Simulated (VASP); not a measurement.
# Rb (Im-3m) in VASP: a series of runs, part 2 of 2

VASP 6.6.1. The steps go on from the part before.

## Step 4: Relaxation of cell and atoms, PBEsol

Contents of INCAR:

```
PREC = Accurate ; ENCUT = 600
EDIFF = 1E-6 ; ISMEAR = 1
SIGMA = 0.1 ; LREAL = F
LASPH = T ; NELM = 80
ALGO = Normal ; ISIF = 3
LWAVE = F ; LCHARG = F
GGA = PS ; IBRION = 2
NSW = 90 ; EDIFFG = -0.01
```

Contents of KPOINTS:

```
Automatic mesh
0
Gamma
  10 10 10
```

Contents of POSCAR:

```
Rb
1.0
   -2.8025000000      2.8025000000      2.8025000000
    2.8025000000     -2.8025000000      2.8025000000
    2.8025000000      2.8025000000     -2.8025000000
Rb
1
Direct
    0.0000000000      0.0000000000      0.0000000000
```

Potentials or basis: VASP PAW PBE potentials, release 64 (Rb_sv).

Launch:

```console
$ cat potpaw_PBE.64/Rb_sv/POTCAR > POTCAR
$ mpirun -np 1 vasp_std > vasp.out
```

OUTCAR:

```text
PREC = Accurate
   ENCUT = 600
   EDIFF = 1E-6
   ISMEAR = 1
   LREAL = F
   LASPH = T
   NELM = 80
   ISIF = 3
   GGA = PS
   IBRION = 2
   NSW = 90
   EDIFFG = -0.01

 ion  position               nearest neighbor table
   1  0.000  0.000  0.000-

  LATTYP: Found a body centered cubic cell.
 ALAT       =     5.6050000000

  Lattice vectors:

 A1 = (  -2.8025000000,   2.8025000000,   2.8025000000)
 A2 = (   2.8025000000,  -2.8025000000,   2.8025000000)
 A3 = (   2.8025000000,   2.8025000000,  -2.8025000000)

Analysis of symmetry for initial positions (statically):
=====================================================================
 Subroutine PRICEL returns:
 Original cell was already a primitive cell.

 Routine SETGRP: Setting up the symmetry group for a
 body centered cubic supercell.

 Subroutine GETGRP returns: Found 48 space group operations
 (whereof 48 operations were pure point group operations)
 out of a pool of 48 trial point group operations.

The static configuration has the point symmetry O_h .

Analysis of symmetry for dynamics (positions and initial velocities):
=====================================================================
 Subroutine PRICEL returns:
 Original cell was already a primitive cell.

 Routine SETGRP: Setting up the symmetry group for a
 body centered cubic supercell.

 Subroutine GETGRP returns: Found 48 space group operations
 (whereof 48 operations were pure point group operations)
 out of a pool of 48 trial point group operations.

The dynamic configuration has the point symmetry O_h .

 Subroutine INISYM returns: Found 48 space group operations
 (whereof 48 operations are pure point group operations),
 and found     1 'primitive' translations

[... 126 lines left out ...]
  energy-cutoff  :      600.00
  volume of cell :       88.04
 maximum number of plane-waves:      2988
   NGX = 19   NGY = 19   NGZ = 19

--------------------------------------- Ionic step        1  -------------------------------------------

 number of electron       9.0000000 magnetization

 Free energy of the ion-electron system (eV)
  ---------------------------------------------------
  ext. energy  EPLUGINS =         0.00000000
  ---------------------------------------------------
  free energy    TOTEN  =        -1.02084121 eV

  energy without entropy =       -1.02003817  energy(sigma->0) =       -1.02057353

------------------------ aborting loop because EDIFF is reached ----------------------------------------

  FORCE on cell =-STRESS in cart. coord.  units (eV):
  Direction    XX          YY          ZZ          XY          YZ          ZX
  --------------------------------------------------------------------------------------
  -------------------------------------------------------------------------------------
  Total       -0.0251631     -0.0251631     -0.0251631      0.0000000      0.0000000      0.0000000
  in kB       -0.4579067     -0.4579067     -0.4579067      0.0000000      0.0000000      0.0000000
  external PRESSURE =      -0.4579067 kB  Pullay stress =       0.0000000 kB
[... 57 lines left out ...]
--------------------------------------- Ionic step        3  -------------------------------------------

 number of electron       9.0000000 magnetization

 Free energy of the ion-electron system (eV)
  ---------------------------------------------------
  ext. energy  EPLUGINS =         0.00000000
  ---------------------------------------------------
  free energy    TOTEN  =        -1.02105474 eV

  energy without entropy =       -1.02024272  energy(sigma->0) =       -1.02078407

 E-fermi :   0.0583     XC(G=0):  -5.6409

 val. band max:        0.0525852262   @ k =  -0.3000   0.4000   0.2000
 cond. band min:       0.1359405781   @ k =  -0.4000   0.4000   0.2000
 fundamental gap:      0.0833553519
 Fermi energy:         0.0583043735

 k-point     1 :       0.0000    0.0000    0.0000
  band No.  band energies     occupation
      1     -28.7790      2.00000
      2     -12.8208      2.00000
      3     -12.8208      2.00000
      4     -12.8208      2.00000
      5      -1.9876      2.00000
      6       3.7760      0.00000
      7       3.7760      0.00000
      8       3.7760      0.00000
[... 243 lines left out ...]
 k-point    24 :      -0.3000    0.3000    0.1000
  band No.  band energies     occupation
      1     -28.7751      2.00000
      2     -12.8945      2.00000
      3     -12.8496      2.00000
      4     -12.8294      2.00000
      5      -0.8397      2.00000
      6       2.1903      0.00000
      7       2.9826      0.00000
      8       3.8769      0.00000

 [... further k-points ...]

------------------------ aborting loop because EDIFF is reached ----------------------------------------

  FORCE on cell =-STRESS in cart. coord.  units (eV):
  Direction    XX          YY          ZZ          XY          YZ          ZX
  --------------------------------------------------------------------------------------
  -------------------------------------------------------------------------------------
  Total       -0.0028192     -0.0028192     -0.0028192     -0.0000000      0.0000000      0.0000000
  in kB       -0.0520577     -0.0520577     -0.0520577     -0.0000000      0.0000000      0.0000000
  external PRESSURE =      -0.0520577 kB  Pullay stress =       0.0000000 kB
[... 16 lines left out ...]
  FREE ENERGIE OF THE ION-ELECTRON SYSTEM (eV)
  ---------------------------------------------------
  free  energy   TOTEN  =        -1.0210547399 eV

  energy  without entropy=       -1.0202427214  energy(sigma->0) =       -1.02078407

 reached required accuracy - stopping structural energy minimisation
```

OSZICAR:

```text
N       E                     dE             d eps       ncg     rms          rms(c)
DAV:   1     0.482536908662E+02    0.48254E+02   -0.36886E+03   752   0.928E+02
DAV:   2     0.167139359890E+01   -0.46582E+02   -0.45704E+02   864   0.143E+02
DAV:   3    -0.939669581579E+00   -0.26111E+01   -0.26094E+01  1032   0.403E+01
[... 19 lines left out ...]
DAV:   3    -0.102098987081E+01    0.15535E-02   -0.83744E-03  1120   0.576E-01    0.379E-02
DAV:   4    -0.102101488506E+01   -0.25014E-04   -0.12596E-04   904   0.114E-01    0.213E-02
DAV:   5    -0.102105313693E+01   -0.38252E-04   -0.27890E-05  1288   0.618E-02    0.130E-02
DAV:   6    -0.102105516023E+01   -0.20233E-05   -0.31007E-06  1024   0.181E-02    0.206E-03
DAV:   7    -0.102105473990E+01    0.42033E-06   -0.27718E-07   472   0.713E-03
   3 F= -.10210547E+01 E0= -.10207841E+01  d E =-.213535E-03
```

It took 77 s on 1 thread of Intel Xeon Platinum 8488C (Sapphire Rapids), shared host; peak memory 0.26 GiB.

What came out:

| Quantity | Value |
| --- | --- |
| Free energy | -1.0211 eV |
| Relaxed volume | 86.77 Å³/atom |
| Relaxed cell | a = 4.831 Å, b = 4.831 Å, c = 4.831 Å, α = 109.47°, β = 109.47°, γ = 109.47° |
| Space group after relaxing (to 0.05 Å) | Im-3m (No. 229) |
| Energy gained by relaxing | 0.2 meV/atom |
| Ionic steps | 3 |
| Pressure after relaxing | 0.0 GPa |
| Band gap on the k mesh | none (metal or under the smearing width) |

The path:
```csv
step,energy change (eV),largest force (eV/Å),pressure (GPa),volume (Å³)
1,0.0000,0.0000,-0.05,88.04
2,-0.0001,0.0000,-0.04,87.72
3,-0.0002,0.0000,-0.01,86.77
```

Final structure:
```
Rb
1.0
    -2.78889    2.78889    2.78889
     2.78889   -2.78889    2.78889
     2.78889    2.78889   -2.78889
Rb
1
Direct
  0.00000 0.00000 0.00000
```

Caveat: the PAW data sets were made with another functional, which shifts forces and pressure a little.

## Step 5: The runs side by side

```csv
task,level,potentials or basis,cell,gap on the mesh (eV),pressure (GPa)
relaxation of the atoms,LDA,"VASP PAW LDA potentials, release 64 (Rb_sv)",atoms relaxed from: a relaxed cell with its volume scaled by 1.04,none,-0.1
relaxation of the atoms,LDA,"VASP PAW LDA potentials, release 64 (Rb_sv)",atoms relaxed from: a relaxed cell with its volume scaled by 1.06,none,-0.2
relaxation of cell and atoms,PBEsol,"VASP PAW PBE potentials, release 64 (Rb_sv)",relaxed,none,0.0
```

Alike in all rows: no spin polarisation; k mesh 10 × 10 × 10; cutoff (eV) 600; smearing methfessel-paxton 0.1 eV.

Caveats: the relaxation stopped at its first step, so nothing moved (some runs); the PAW data sets were made with another functional, which shifts forces and pressure a little (some runs).

Total energies depend on the potentials used, so only differences within one code and one set of settings carry meaning.
